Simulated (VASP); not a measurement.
# Si (Fd-3m) in VASP: further runs

Runs on Si. Level: PBEsol. Tasks: single point, relaxation of cell and atoms.

All numbers are computed with VASP 6.6.1; they aren't measurements. Logs are shortened: lines on timing, memory, paths and dates and some standing lists are left out, and cuts for length are marked.

### 1 The structure

It takes space group Fd-3m (No. 227, cubic). The conventional cell has a = 5.434 Å, b = 5.434 Å, c = 5.434 Å, α = 90.00°, β = 90.00°, γ = 90.00°. Si (site symmetry -43m) is surrounded by 4 Si at 2.35 Å.

### 2 Single point, PBEsol

File INCAR:

```
SYSTEM = Si
PREC = Accurate ; ENCUT = 520
EDIFF = 1E-6 ; ISMEAR = 0
SIGMA = 0.02 ; LREAL = .False.
LASPH = .True. ; NELM = 80
ALGO = Fast ; ISIF = 2
LWAVE = .False. ; LCHARG = .True.
GGA = PS ; LELF = .True.
LVHAR = .True. ; NBANDS = 11
```

File KPOINTS:

```
Automatic mesh
0
Gamma
  6 6 6
  0 0 0
```

File POSCAR:

```
Si
1.0
    0.0000000000      2.7168139082      2.7168139082
    2.7168139082      0.0000000000      2.7168139082
    2.7168139082      2.7168139082      0.0000000000
Si
2
Direct
    0.7500000000      0.7500000000      0.7500000000
    0.5000000000      0.5000000000      0.5000000000
```

Potentials or basis: VASP PAW PBE potentials, release 64 (Si).

Started as:

```sh
$ cat potpaw_PBE.64/Si/POTCAR > POTCAR
$ mpirun -np 1 vasp_std > vasp.out
```

OUTCAR:

```text
SYSTEM = Si
   PREC = Accurate
   ENCUT = 520
   EDIFF = 1E-6
   ISMEAR = 0
   LREAL = .False.
   LASPH = .True.
   NELM = 80
   ISIF = 2
   GGA = PS

 ion  position               nearest neighbor table
   1  0.750  0.750  0.750-   2 2.35   2 2.35   2 2.35   2 2.35
   2  0.500  0.500  0.500-   1 2.35   1 2.35   1 2.35   1 2.35

  LATTYP: Found a face centered cubic cell.
 ALAT       =     5.4336278164

  Lattice vectors:

 A1 = (   0.0000000000,   2.7168139082,   2.7168139082)
 A2 = (   2.7168139082,   0.0000000000,   2.7168139082)
 A3 = (   2.7168139082,   2.7168139082,   0.0000000000)

Analysis of symmetry for initial positions (statically):
=====================================================================
 Subroutine PRICEL returns:
 Original cell was already a primitive cell.

 Routine SETGRP: Setting up the symmetry group for a
 face centered cubic supercell.

 Subroutine GETGRP returns: Found 48 space group operations
 (whereof 24 operations were pure point group operations)
 out of a pool of 48 trial point group operations.

The static configuration has the point symmetry T_d .
 The point group associated with its full space group is O_h .

Analysis of symmetry for dynamics (positions and initial velocities):
=====================================================================
 Subroutine PRICEL returns:
 Original cell was already a primitive cell.

 Routine SETGRP: Setting up the symmetry group for a
 face centered cubic supercell.

 Subroutine GETGRP returns: Found 48 space group operations
 (whereof 24 operations were pure point group operations)
 out of a pool of 48 trial point group operations.

The dynamic configuration has the point symmetry T_d .
 The point group associated with its full space group is O_h .

 Subroutine INISYM returns: Found 48 space group operations
 (whereof 24 operations are pure point group operations),
 and found     1 'primitive' translations

----------------------------------------------------------------------------------------

                                     Primitive cell

  volume of cell :      40.1060

  direct lattice vectors                    reciprocal lattice vectors
     0.000000000  2.716813908  2.716813908    -0.184039105  0.184039105  0.184039105
     2.716813908  0.000000000  2.716813908     0.184039105 -0.184039105  0.184039105
     2.716813908  2.716813908  0.000000000     0.184039105  0.184039105 -0.184039105

  length of vectors
     3.842155075  3.842155075  3.842155075     0.318765080  0.318765080  0.318765080

  position of ions in fractional coordinates (direct lattice)
[... 82 lines left out ...]
   NUPDOWN=      -1.0000    fix difference up-down
   EMIN   =  10.00;   EMAX   =-10.00  energy-range for DOS
   EFERMI =   0.00;   METHOD = LEGACY
   ISMEAR =     0;   SIGMA  =   0.02  broadening in eV -4-tet -1-fermi 0-gaus
   EFERMI_NEDOS =   21; number of points for ismear=-14 and -15
   IALGO  =     68    algorithm
   IMIX   =      4    mixing-type and parameters
     AMIX     =   0.40;   BMIX     =  1.00
     AMIX_MAG =   1.60;   BMIX_MAG =  1.00
  volume/ion in A,a.u.               =      20.05       135.32
  Fermi-wavevector in a.u.,A,eV,Ry     =   0.956537  1.807592 12.448818  0.914962
  Thomas-Fermi vector in A             =   2.085474
   LORBIT       =      0    0 simple, 1 ext, 2 COOP (PROOUT), +10 PAW based schemes
   GGA     = PS    functional components
   LHFCALC =     F    Hartree Fock is set to
   AEXX    =    0.0000 exact exchange contribution
   IVDW    =     0    specifies the selected vdW correction
   LEPSILON=     F    determine dielectric tensor
   LRPA    =     F    only Hartree local field effects (RPA)
 non-spin polarized calculation
 RMM-DIIS sequential band-by-band and
 Gauss-broadening in eV      SIGMA  =   0.02
  energy-cutoff  :      520.00
  volume of cell :       40.11
 maximum number of plane-waves:      1106
 NGX is ok and might be reduce to    30
   NGX = 15   NGY = 15   NGZ = 15

 number of electron       8.0000000 magnetization

 Free energy of the ion-electron system (eV)
  ---------------------------------------------------
  ext. energy  EPLUGINS =         0.00000000
  ---------------------------------------------------
  free energy    TOTEN  =       -11.46756224 eV

  energy without entropy =      -11.46756224  energy(sigma->0) =      -11.46756224

 E-fermi :   5.9451     XC(G=0):  -9.5434

 val. band max:        5.7826441651   @ k =   0.0000   0.0000   0.0000
 cond. band min:       6.3699967050   @ k =   0.5000   0.5000   0.0000
 fundamental gap:      0.5873525399
 Fermi energy:         5.9450762527

 k-point     1 :       0.0000    0.0000    0.0000
  band No.  band energies     occupation
      1      -6.1988      2.00000
      2       5.7826      2.00000
      3       5.7826      2.00000
      4       5.7826      2.00000
      5       8.2952      0.00000
      6       8.2952      0.00000
      7       8.2952      0.00000
      8       9.0883      0.00000
      9      13.4656      0.00000
     10      13.4656      0.00000
     11      13.4827      0.00000
[... 197 lines left out ...]
 k-point    16 :      -0.3333    0.5000    0.1667
  band No.  band energies     occupation
      1      -1.9190      2.00000
      2      -1.9190      2.00000
      3       2.0911      2.00000
      4       2.0911      2.00000
      5       8.4349      0.00000
      6       8.4349      0.00000
      7      12.4744      0.00000
      8      12.4744      0.00000
      9      16.3006      0.00000
     10      16.3006      0.00000
     11      18.6700      0.00000

------------------------ aborting loop because EDIFF is reached ----------------------------------------

  FORCE on cell =-STRESS in cart. coord.  units (eV):
  Direction    XX          YY          ZZ          XY          YZ          ZX
  --------------------------------------------------------------------------------------
  -------------------------------------------------------------------------------------
  Total        0.0456205      0.0456205      0.0456205      0.0000000     -0.0000000     -0.0000000
  in kB        1.8224735      1.8224735      1.8224735      0.0000000     -0.0000000     -0.0000000
  external PRESSURE =       1.8224735 kB  Pullay stress =       0.0000000 kB

 VOLUME and BASIS-vectors are now :
 -----------------------------------------------------------------------------
  energy-cutoff  :      520.00
  volume of cell :       40.11
      direct lattice vectors                 reciprocal lattice vectors
     0.000000000  2.716813908  2.716813908    -0.184039105  0.184039105  0.184039105
     2.716813908  0.000000000  2.716813908     0.184039105 -0.184039105  0.184039105
     2.716813908  2.716813908  0.000000000     0.184039105  0.184039105 -0.184039105

 POSITION                                       TOTAL-FORCE (eV/Angst)
 -----------------------------------------------------------------------------------
      4.07522      4.07522      4.07522         0.000000      0.000000      0.000000
      2.71681      2.71681      2.71681        -0.000000     -0.000000     -0.000000
 -----------------------------------------------------------------------------------
    total drift:                                0.000000     -0.000000     -0.000000

  FREE ENERGIE OF THE ION-ELECTRON SYSTEM (eV)
  ---------------------------------------------------
  free  energy   TOTEN  =       -11.4675622381 eV

  energy  without entropy=      -11.4675622381  energy(sigma->0) =      -11.46756224
```

stdout:

```text
POSCAR found type information on POSCAR Si
 POSCAR found :  1 types and       2 ions
 scaLAPACK will be used
 -----------------------------------------------------------------------------
|                                                                             |
|                                                                             |
|     You enforced a specific xc type in the INCAR file but a different       |
|     I HOPE YOU KNOW WHAT YOU ARE DOING!                                     |
|                                                                             |
 -----------------------------------------------------------------------------

 LDA part: xc-table for (Slater+PW92), standard interpolation
 POSCAR, INCAR and KPOINTS ok, starting setup
 FFT: planning ... GRIDC
 FFT: planning ... GRID_SOFT
 FFT: planning ... GRID
 WAVECAR not read
 entering main loop
```

It took 12 s on 1 thread of AMD EPYC 7R43 (Zen 3), shared host; peak memory 0.12 GiB.

What came out:

| Quantity | Value |
| --- | --- |
| Free energy | -11.4676 eV |
| Pressure | 0.2 GPa |
| Band gap on the k mesh | 0.59 eV, indirect (least direct gap 2.51 eV) |

Caveat: the PAW data sets were made with another functional, which shifts forces and pressure a little. A k mesh can miss the band edges.

### 3 Single point, PBEsol

This run uses another cell than the first one, of 19.98 Å³/atom, 0.996 times its volume.

File INCAR:

```
SYSTEM = Si
PREC = Accurate
ENCUT = 520
EDIFF = 1E-7
ISMEAR = 0
SIGMA = 0.1
LREAL = .False.
LASPH = .True.
NELM = 80
ALGO = Fast
ISIF = 2
LWAVE = .False.
LCHARG = .False.
GGA = PS
NBANDS = 11
```

File KPOINTS:

```
regular mesh
0
Gamma
  6 6 6
  0 0 0
```

File POSCAR:

```
Si
1.0
    0.0000000000      2.7135600000      2.7135600000
    2.7135600000      0.0000000000      2.7135600000
    2.7135600000      2.7135600000      0.0000000000
Si
2
Direct
    0.7500000000      0.7500000000      0.7500000000
    0.5000000000      0.5000000000      0.5000000000
```

Potentials or basis: VASP PAW PBE potentials, release 64 (Si).

Started as:

```sh
$ cat potpaw_PBE.64/Si/POTCAR > POTCAR
$ mpirun -np 1 vasp_std > vasp.out
```

OUTCAR:

```text
SYSTEM = Si
   PREC = Accurate
   ENCUT = 520
   EDIFF = 1E-7
   ISMEAR = 0
   LREAL = .False.
   LASPH = .True.
   NELM = 80
   ISIF = 2
   GGA = PS

 ion  position               nearest neighbor table
   1  0.750  0.750  0.750-   2 2.35   2 2.35   2 2.35   2 2.35
   2  0.500  0.500  0.500-   1 2.35   1 2.35   1 2.35   1 2.35

  LATTYP: Found a face centered cubic cell.
 ALAT       =     5.4271200000

  Lattice vectors:

 A1 = (   0.0000000000,   2.7135600000,   2.7135600000)
 A2 = (   2.7135600000,   0.0000000000,   2.7135600000)
 A3 = (   2.7135600000,   2.7135600000,   0.0000000000)

Analysis of symmetry for initial positions (statically):
=====================================================================
 Subroutine PRICEL returns:
 Original cell was already a primitive cell.

 Routine SETGRP: Setting up the symmetry group for a
 face centered cubic supercell.

 Subroutine GETGRP returns: Found 48 space group operations
 (whereof 24 operations were pure point group operations)
 out of a pool of 48 trial point group operations.

The static configuration has the point symmetry T_d .
 The point group associated with its full space group is O_h .
[... 166 lines left out ...]
      2       5.8186      1.99994
      3       5.8186      1.99994
      4       5.8186      1.99994
      5       8.3328      0.00000
      6       8.3328      0.00000
      7       8.3328      0.00000
      8       9.1653      0.00000
      9      13.5037      0.00000
     10      13.5037      0.00000
     11      13.5336      0.00000
[... 197 lines left out ...]
 k-point    16 :      -0.3333    0.5000    0.1667
  band No.  band energies     occupation
      1      -1.8935      2.00000
      2      -1.8935      2.00000
      3       2.1130      2.00000
      4       2.1130      2.00000
      5       8.4707      0.00000
      6       8.4707      0.00000
      7      12.5238      0.00000
      8      12.5238      0.00000
      9      16.3585      0.00000
     10      16.3585      0.00000
     11      18.7350      0.00000

------------------------ aborting loop because EDIFF is reached ----------------------------------------

  FORCE on cell =-STRESS in cart. coord.  units (eV):
  Direction    XX          YY          ZZ          XY          YZ          ZX
  --------------------------------------------------------------------------------------
  -------------------------------------------------------------------------------------
  Total        0.1333435      0.1333435      0.1333435     -0.0000000      0.0000000      0.0000000
  in kB        5.3460652      5.3460652      5.3460652     -0.0000000      0.0000000      0.0000000
  external PRESSURE =       5.3460652 kB  Pullay stress =       0.0000000 kB

 VOLUME and BASIS-vectors are now :
 -----------------------------------------------------------------------------
  energy-cutoff  :      520.00
  volume of cell :       39.96
      direct lattice vectors                 reciprocal lattice vectors
     0.000000000  2.713560000  2.713560000    -0.184259792  0.184259792  0.184259792
     2.713560000  0.000000000  2.713560000     0.184259792 -0.184259792  0.184259792
     2.713560000  2.713560000  0.000000000     0.184259792  0.184259792 -0.184259792

 POSITION                                       TOTAL-FORCE (eV/Angst)
 -----------------------------------------------------------------------------------
      4.07034      4.07034      4.07034        -0.000000     -0.000000     -0.000000
      2.71356      2.71356      2.71356         0.000000      0.000000      0.000000
 -----------------------------------------------------------------------------------
    total drift:                                0.000000     -0.000000     -0.000000

  FREE ENERGIE OF THE ION-ELECTRON SYSTEM (eV)
  ---------------------------------------------------
  free  energy   TOTEN  =       -11.4672409736 eV

  energy  without entropy=      -11.4672404581  energy(sigma->0) =      -11.46724072
```

stdout:

```text
POSCAR found type information on POSCAR Si
 POSCAR found :  1 types and       2 ions
 scaLAPACK will be used
 -----------------------------------------------------------------------------
|                                                                             |
|                                                                             |
|     You enforced a specific xc type in the INCAR file but a different       |
|     I HOPE YOU KNOW WHAT YOU ARE DOING!                                     |
|                                                                             |
 -----------------------------------------------------------------------------

 LDA part: xc-table for (Slater+PW92), standard interpolation
 POSCAR, INCAR and KPOINTS ok, starting setup
 FFT: planning ... GRIDC
 FFT: planning ... GRID_SOFT
 FFT: planning ... GRID
 WAVECAR not read
 entering main loop
```

Run time: 6.2 s. Hardware: 1 thread of Intel Xeon Platinum 8488C (Sapphire Rapids), shared host; peak memory 0.15 GiB.

Results:

| Quantity | Value |
| --- | --- |
| Free energy | -11.4672 eV |
| Pressure | 0.5 GPa |
| Band gap on the k mesh | 0.58 eV, indirect (least direct gap 2.51 eV) |

Levels at points of the mesh, in eV from the valence-band top:
```
           k point  band 1  band 2  band 3  band 4  band 5  band 6  band 7  band 8  band 9
(0.00, 0.00, 0.00)  -12.01    0.00    0.00    0.00    2.51    2.51    2.51    3.35    7.69
(0.50, 0.00, 0.00)   -9.65   -7.03   -1.21   -1.21    1.47    3.27    3.27    7.51   10.51
(0.50, 0.50, 0.00)   -7.84   -7.84   -2.88   -2.88    0.58    0.58   10.08   10.08   10.94
```

Caveat: the PAW data sets were made with another functional, which shifts forces and pressure a little.

### 4 Single point, PBEsol (cell and atoms relaxed tightly for response)

File INCAR:

```
  PREC = Accurate
  ENCUT = 520
  EDIFF = 1E-6
  ISMEAR = 0
  SIGMA = 0.01
  LREAL = False
  LASPH = True
  NELM = 100
  ALGO = Normal
  ISIF = 2
  LWAVE = False
  LCHARG = False
  GGA = PS
  NBANDS = 11
```

File KPOINTS:

```
regular mesh
0
Gamma
  12 12 12
```

File POSCAR:

```
Si
1.0
    0.0000000000      2.7168139102      2.7168139102
    2.7168139102      0.0000000000      2.7168139102
    2.7168139102      2.7168139102      0.0000000000
Si
2
Direct
    0.7500000000      0.7500000000      0.7500000000
    0.5000000000      0.5000000000      0.5000000000
```

Started as:

```sh
$ cat potpaw_PBE.64/Si/POTCAR > POTCAR
$ mpirun -np 1 vasp_std > vasp.out
```

Run time: 16 s. Hardware: 1 thread of Intel Xeon Platinum 8488C (Sapphire Rapids), shared host; peak memory 0.17 GiB.

It converged, with:

* Free energy: -11.4932 eV
* Pressure: 0.1 GPa
* Band gap on the k mesh: 0.46 eV, indirect (least direct gap 2.52 eV)

Levels at points of the mesh, in eV from the valence-band top:
```tsv
k point	band 2	band 3	band 4	band 5	band 6	band 7
(0.00, 0.00, 0.00)	0.00	0.00	0.00	2.52	2.52	2.52
(0.50, 0.00, 0.00)	-7.01	-1.20	-1.20	1.46	3.27	3.27
(0.50, 0.50, 0.00)	-7.82	-2.87	-2.87	0.59	0.59	10.05
```

Caveat: the PAW data sets were made with another functional, which shifts forces and pressure a little.

(Part 1 of 2 ends here.)
